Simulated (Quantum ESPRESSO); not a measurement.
The system is WS2.

```
W S
1.0
     1.57900    0.91164    6.16333
    -1.57900    0.91164    6.16333
     0.00000   -1.82327    6.16333
W S
1 2
Direct
  0.00000 0.00000 0.00000
  0.58100 0.58100 0.58100
  0.75030 0.75030 0.75030
```

Measurements of this composition are mostly on another form, of space group No. 194.

Base run:

```yaml
Program: Quantum ESPRESSO 7.5
Functional: PBEsol
Potentials_or_basis: GBRV 1.5 PBEsol
Cutoff: 762 eV
Density_cutoff: 6095 eV
k_mesh: 10 × 10 × 10
Occupations: fermi-dirac, width 0.05 eV
Spin: no spin polarisation
```

Its results: band gap on the k mesh 1.02 eV, indirect (least direct gap 2.23 eV); pressure -0.4 GPa; largest force 0.603 eV/Å.

Task: The run is repeated on the same cell with these changes: functional from PBEsol to LDA; potentials or basis from GBRV 1.5 PBEsol to GBRV 1.5 LDA. What comes out?

Result: Band gap on the k mesh 0.99 eV, indirect (least direct gap 2.22 eV); pressure -3.3 GPa; largest force 0.589 eV/Å.

Caveats: spin-orbit coupling is left out, which moves the levels of the heavy elements.

A k mesh can miss the band edges.

Not every run made on this cell is shown here.
